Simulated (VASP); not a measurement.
# MoS2 in VASP: settings compared

Aim: see how the results for MoS2 move with the level of theory and the settings. Levels: HSE06, PBE0. Tasks: relaxation of cell and atoms, single point.

Program: VASP 6.6.1. These are calculated values, not measurements. Logs are shortened: lines on timing, memory, paths and dates and some standing lists are left out, and cuts for length are marked.

### 1 The slab as given

The cell holds a slab with vacuum, 3 atoms: a = 3.184 Å, b = 3.184 Å, c = 17.335 Å, α = 90.00°, β = 90.00°, γ = 120.00°.

### 2 Relaxation of cell and atoms, HSE06

POSCAR reads:

```
MoS2
1.0
    3.1841260822      0.0000000000      0.0000000000
   -1.5920630411      2.7575340760      0.0000000000
    0.0000000000      0.0000000000     17.3345999500
Mo S
1 2
Direct
    0.0000000000      0.0000000000      0.0000000000
    0.3333333333      0.6666666667      0.9105070200
    0.3333333333      0.6666666667      0.0894929800
```

INCAR.step1 reads:

```
  PREC = Accurate
  ENCUT = 600
  EDIFF = 1E-5
  ISMEAR = 0
  SIGMA = 0.02
  LREAL = False
  LASPH = True
  NELM = 80
  ALGO = Normal
  LWAVE = True
  LCHARG = False
  GGA = PE
  KPAR = 4
```

INCAR.step2 reads:

```
  PREC = Accurate
  ENCUT = 600
  EDIFF = 1E-6
  ISMEAR = 0
  SIGMA = 0.02
  LREAL = False
  LASPH = True
  NELM = 80
  ALGO = Normal
  ISIF = 3
  LWAVE = False
  LCHARG = False
  GGA = PE
  LHFCALC = True
  HFSCREEN = 0.2
  PRECFOCK = Fast
  IBRION = 2
  NSW = 40
  EDIFFG = -0.005
  ISTART = 1
  KPAR = 4
```

KPOINTS reads:

```
regular mesh
0
Gamma
  6 6 1
```

Potentials or basis: VASP PAW PBE potentials, release 64 (Mo_sv, S).

Started as:

```console
$ cat potpaw_PBE.64/Mo_sv/POTCAR potpaw_PBE.64/S/POTCAR > POTCAR
$ cp INCAR.step1 INCAR
$ mpirun -np 4 vasp_std > vasp.out
$ cp INCAR.step2 INCAR
$ mpirun -np 4 vasp_std > vasp.out
```

OUTCAR:

```text
PREC = Accurate
   ENCUT = 600
   EDIFF = 1E-6
   ISMEAR = 0
   LREAL = False
   LASPH = True
   NELM = 80
   ISIF = 3
   GGA = PE
   LHFCALC = True
   HFSCREEN = 0.2
   PRECFOCK = Fast
   IBRION = 2
   NSW = 40
   EDIFFG = -0.005
   ISTART = 1

 ion  position               nearest neighbor table
   1  0.000  0.000  0.000-   2 2.41   3 2.41   2 2.41   3 2.41   2 2.41   3 2.41
   2  0.333  0.667  0.911-   1 2.41   1 2.41   1 2.41
   3  0.333  0.667  0.089-   1 2.41   1 2.41   1 2.41

  LATTYP: Found a hexagonal cell.
 ALAT       =     3.1841260822
 C/A-ratio  =     5.4440683260

  Lattice vectors:

 A1 = (   3.1841260822,   0.0000000000,   0.0000000000)
 A2 = (  -1.5920630411,   2.7575340760,   0.0000000000)
 A3 = (   0.0000000000,   0.0000000000,  17.3345999500)

Analysis of symmetry for initial positions (statically):
=====================================================================
 Subroutine PRICEL returns:
 Original cell was already a primitive cell.

 Routine SETGRP: Setting up the symmetry group for a
 hexagonal supercell.

 Subroutine GETGRP returns: Found 12 space group operations
 (whereof 12 operations were pure point group operations)
 out of a pool of 24 trial point group operations.

The static configuration has the point symmetry D_3h.

Analysis of symmetry for dynamics (positions and initial velocities):
=====================================================================
 Subroutine PRICEL returns:
 Original cell was already a primitive cell.

 Routine SETGRP: Setting up the symmetry group for a
 hexagonal supercell.

 Subroutine GETGRP returns: Found 12 space group operations
 (whereof 12 operations were pure point group operations)
 out of a pool of 24 trial point group operations.

The dynamic configuration has the point symmetry D_3h.

 Subroutine INISYM returns: Found 12 space group operations
 (whereof 12 operations are pure point group operations),
 and found     1 'primitive' translations

----------------------------------------------------------------------------------------

                                     Primitive cell

  volume of cell :     152.2036

  direct lattice vectors                    reciprocal lattice vectors
     3.184126082  0.000000000  0.000000000     0.314057915  0.181321422  0.000000000
    -1.592063041  2.757534076  0.000000000     0.000000000  0.362642844  0.000000000
     0.000000000  0.000000000 17.334599950     0.000000000  0.000000000  0.057688092

  length of vectors
     3.184126082  3.184126082 17.334599950     0.362642844  0.362642844  0.057688092

  position of ions in fractional coordinates (direct lattice)
     0.000000000  0.000000000  0.000000000
     0.333333333  0.666666667  0.910507020
     0.333333333  0.666666667  0.089492980

  ion indices of the primitive-cell ions
   primitive index   ion index
                 1           1
                 2           2
                 3           3

----------------------------------------------------------------------------------------

 KPOINTS: regular mesh

Automatic generation of k-mesh.
 Grid dimensions read from file:
 generate k-points for:    6    6    1

 Generating k-lattice:

  Cartesian coordinates                     Fractional coordinates (reciprocal lattice)
     0.052342986  0.030220237  0.000000000     0.166666667 -0.000000000  0.000000000
     0.000000000  0.060440474  0.000000000     0.000000000  0.166666667  0.000000000
     0.000000000  0.000000000  0.057688092     0.000000000  0.000000000  1.000000000

  Length of vectors
     0.060440474  0.060440474  0.057688092

  Shift w.r.t. Gamma in fractional coordinates (k-lattice)
     0.000000000  0.000000000  0.000000000

 Subroutine IBZKPT returns following result:
 ===========================================

 Found      7 irreducible k-points:

 Following reciprocal coordinates:
            Coordinates               Weight
  0.000000  0.000000  0.000000      1.000000
  0.166667  0.000000  0.000000      6.000000
  0.333333  0.000000  0.000000      6.000000
  0.500000  0.000000  0.000000      3.000000
  0.166667  0.166667  0.000000      6.000000
  0.333333  0.166667  0.000000     12.000000
  0.333333  0.333333  0.000000      2.000000
   k-points           NKPTS =      7   k-points in BZ     NKDIM =     36   number of bands    NBANDS=     17
   number of dos      NEDOS =    301   number of ions     NIONS =      3
   total plane-waves  NPLWV = 109760
   dimension x,y,z NGX =    28 NGY =   28 NGZ =  140
   dimension x,y,z NGXF=    56 NGYF=   56 NGZF=  280
   ions per type =               1   2
   NGX,Y,Z   is equivalent  to a cutoff of  14.62, 14.62, 13.43 a.u.
   NGXF,Y,Z  is equivalent  to a cutoff of  29.24, 29.24, 26.85 a.u.
 SYSTEM =  unknown system
   PREC   = accura    normal or accurate (medium, high low for compatibility)
   ISTART =      1    job   : 0-new  1-cont  2-samecut
   ICHARG =      0    charge: 1-file 2-atom 10-const
   ISPIN  =      1    spin polarized calculation?
   LNONCOLLINEAR =      F non collinear calculations
   LSORBIT =      F    spin-orbit coupling
   LASPH  =      T    aspherical Exc in radial PAW
   ENCUT  =  600.0 eV  44.10 Ry    6.64 a.u.   6.36  6.36 34.62*2*pi/ulx,y,z
   NELM   =     80;   NELMIN=  2; NELMDL=  0     # of ELM steps
   EDIFF  = 0.1E-05   stopping-criterion for ELM
   LREAL  =      F    real-space projection
   EDIFFG = -.5E-02   stopping-criterion for IOM
   NSW    =     40    number of steps for IOM
   IBRION =      2    ionic relax: 0-MD 1-quasi-New 2-CG
   NFREE  =      1    steps in history (QN), initial steepest desc. (CG)
   ISIF   =      3    stress and relaxation
   ISYM   =      3    0-nonsym 1-usesym 2-fastsym
   POTIM  = 0.5000    time-step for ionic-motion
   TEBEG  =    0.0;   TEEND  =   0.0 temperature during run
   PSTRESS=    0.0 pullay stress
   NELECT =      26.0000    total number of electrons
   NUPDOWN=      -1.0000    fix difference up-down
   EMIN   =  10.00;   EMAX   =-10.00  energy-range for DOS
   EFERMI =   0.00;   METHOD = LEGACY
   ISMEAR =     0;   SIGMA  =   0.02  broadening in eV -4-tet -1-fermi 0-gaus
   EFERMI_NEDOS =   21; number of points for ismear=-14 and -15
   IALGO  =     38    algorithm
   IMIX   =      1    mixing-type and parameters
     AMIX     =   0.40;   BMIX     =  1.00
     AMIX_MAG =   1.60;   BMIX_MAG =  1.00
  volume/ion in A,a.u.               =      50.73       342.37
  Fermi-wavevector in a.u.,A,eV,Ry     =   0.908359  1.716550 11.226391  0.825116
  Thomas-Fermi vector in A             =   2.032276
   LORBIT       =      0    0 simple, 1 ext, 2 COOP (PROOUT), +10 PAW based schemes
   GGA     = PE    functional components
   LHFCALC =     T    Hartree Fock is set to
   PRECFOCK=fast      Normal, Fast or Accurate (Low or Medium for compatibility)
   ENCUT4O =  -1.0   cutoff for four orbital integrals eV
   NKREDX  =     1    reduce k-point grid by
   NKREDY  =     1    reduce k-point grid by
   NKREDZ  =     1    reduce k-point grid by
   AEXX    =    0.2500 exact exchange contribution
   HFSCREEN=    0.2000 screening length (either q_TF or 0.3 A-1)
   HFSCREENC=   0.2000 screening length for correlation (either q_TF or 0.3 A-1)
   ENCUTFOCK=  -1.0 apply spherical cutoff to Coloumb kernel
   IVDW    =     0    specifies the selected vdW correction
   LEPSILON=     F    determine dielectric tensor
   LRPA    =     F    only Hartree local field effects (RPA)
 conjugate gradient relaxation of ions
 non-spin polarized calculation
 Gauss-broadening in eV      SIGMA  =   0.02
  energy-cutoff  :      600.00
  volume of cell :      152.20
 maximum number of plane-waves:      5109
 NGX is ok and might be reduce to    28
  NGX = 14; NGY = 14; NGZ = 80

--------------------------------------- Ionic step        1  -------------------------------------------

 number of electron      26.0000001 magnetization

 Free energy of the ion-electron system (eV)
  ---------------------------------------------------
  ext. energy  EPLUGINS =         0.00000000
  ---------------------------------------------------
  free energy    TOTEN  =       -26.24155756 eV

  energy without entropy =      -26.24155756  energy(sigma->0) =      -26.24155756

------------------------ aborting loop because EDIFF is reached ----------------------------------------

  FORCE on cell =-STRESS in cart. coord.  units (eV):
  Direction    XX          YY          ZZ          XY          YZ          ZX
  --------------------------------------------------------------------------------------
  -------------------------------------------------------------------------------------
  Total       -1.4235703     -1.4235703     -1.0425818      0.0000000      0.0000000     -0.0000000
  in kB      -14.9852686    -14.9852686    -10.9747780      0.0000000      0.0000000     -0.0000000
  external PRESSURE =     -13.6484384 kB  Pullay stress =       0.0000000 kB
[... 92 lines left out ...]
  FREE ENERGIE OF THE ION-ELECTRON SYSTEM (eV)
  ---------------------------------------------------
  free  energy   TOTEN  =       -26.2571678888 eV

  energy  without entropy=      -26.2571678888  energy(sigma->0) =      -26.25716789

[... ionic steps 4 to 25 ...]

--------------------------------------- Ionic step       26  -------------------------------------------

 number of electron      26.0000001 magnetization

------------------------ aborting loop because EDIFF is reached ----------------------------------------

  FORCE on cell =-STRESS in cart. coord.  units (eV):
  Direction    XX          YY          ZZ          XY          YZ          ZX
  --------------------------------------------------------------------------------------
  -------------------------------------------------------------------------------------
  Total        0.0338530      0.0338530      0.0146758      0.0000000      0.0000000     -0.0000000
  in kB        0.3741908      0.3741908      0.1622177      0.0000000      0.0000000     -0.0000000
  external PRESSURE =       0.3035331 kB  Pullay stress =       0.0000000 kB
[... 59 lines left out ...]
  energy  without entropy=      -26.2595530962  energy(sigma->0) =      -26.25955310

--------------------------------------- Ionic step       28  -------------------------------------------

 number of electron      26.0000001 magnetization

 Free energy of the ion-electron system (eV)
  ---------------------------------------------------
  ext. energy  EPLUGINS =         0.00000000
  ---------------------------------------------------
  free energy    TOTEN  =       -26.25955466 eV

  energy without entropy =      -26.25955466  energy(sigma->0) =      -26.25955466

 E-fermi :  -1.4820     XC(G=0):  -3.7553

 val. band max:       -1.6467816760   @ k =   0.3333   0.3333   0.0000
 cond. band min:       0.6051307973   @ k =   0.3333   0.3333   0.0000
 fundamental gap:      2.2519124733
 Fermi energy:        -1.4819776854

 k-point     1 :       0.0000    0.0000    0.0000
  band No.  band energies     occupation
      1     -66.4863      2.00000
      2     -39.2421      2.00000
      3     -38.9575      2.00000
      4     -38.9575      2.00000
      5     -17.5175      2.00000
      6     -15.9859      2.00000
[... 9 lines left out ...]
     16       2.2767      0.00000
     17       2.2767      0.00000
[... 148 lines left out ...]
  FREE ENERGIE OF THE ION-ELECTRON SYSTEM (eV)
  ---------------------------------------------------
  free  energy   TOTEN  =       -26.2595546645 eV

  energy  without entropy=      -26.2595546645  energy(sigma->0) =      -26.25955466

 reached required accuracy - stopping structural energy minimisation
```

Wall time 57 min (4 MPI ranks of Intel Xeon Platinum 8488C (Sapphire Rapids), shared host); peak memory 0.43 GiB.

What came out:

```yaml
Free_energy: -26.2596 eV
Relaxed_volume: 48.34 Å³/atom
Relaxed_cell: a = 3.149 Å, b = 3.149 Å, c = 16.888 Å, α = 90.00°, β = 90.00°, γ = 120.00°
Space_group_after_relaxing_to_0.05_Å: P-6m2 (No. 187)
Energy_gained_by_relaxing: 6.0 meV/atom
Ionic_steps: 28
Band_gap_on_the_k_mesh: 2.25 eV, direct
```

Forces on the atoms (eV/Å):
```
Mo   0.000  0.000  0.000
S    0.000  0.000 -0.003
S    0.000  0.000  0.003
```

Step by step:
```
step  energy change (eV)  largest force (eV/Å)  pressure (GPa)  volume (Å³)
   1              0.0000                0.3260           -1.36       152.20
   2              0.0506                1.1151            3.05       142.88
   3             -0.0156                0.1147           -0.01       149.06
   4             -0.0174                0.0343            0.01       148.46
   5             -0.0175                0.0010           -0.01       148.60
   6             -0.0175                0.0073           -0.01       148.63
   7             -0.0175                0.0107           -0.01       148.64
   8             -0.0176                0.0092           -0.02       148.60
   9             -0.0176                0.0052           -0.03       148.48
  10             -0.0176                0.0048           -0.03       148.25
  11             -0.0176                0.0222           -0.04       147.78
  12             -0.0176                0.0557           -0.08       146.84
  13             -0.0171                0.1180           -0.17       144.98
  14             -0.0144                0.2217           -0.15       141.27
  15             -0.0164                0.1444           -0.09       143.73
  16             -0.0167                0.1198           -0.05       144.48
  17             -0.0169                0.1087           -0.04       144.80
  18             -0.0170                0.1062           -0.04       144.90
  19             -0.0173                0.0826           -0.03       144.88
  20             -0.0178                0.0127            0.06       144.79
  21             -0.0178                0.0211            0.10       144.75
  22             -0.0179                0.0159            0.07       144.87
  23             -0.0180                0.0047           -0.03       145.11
  24             -0.0180                0.0070           -0.01       145.06
  25             -0.0180                0.0079            0.00       145.03
  26             -0.0180                0.0120            0.03       144.95
  27             -0.0180                0.0091            0.02       145.02
  28             -0.0180                0.0027            0.01       145.03
```

Final structure:
```cif
data_structure
_symmetry_space_group_name_H-M 'P 1'
_symmetry_Int_Tables_number 1
_cell_length_a 3.1490
_cell_length_b 3.1490
_cell_length_c 16.8878
_cell_angle_alpha 90.000
_cell_angle_beta 90.000
_cell_angle_gamma 120.000
_cell_volume 145.03
loop_
_atom_site_label
_atom_site_type_symbol
_atom_site_fract_x
_atom_site_fract_y
_atom_site_fract_z
_atom_site_occupancy
Mo1 Mo 0.00000 0.00000 0.00000 1
S1 S 0.33333 0.66667 0.90844 1
S2 S 0.33333 0.66667 0.09156 1
```

Caveat: the PAW data sets were made with another functional, which shifts forces and pressure a little.

[end of part 1 of 2]
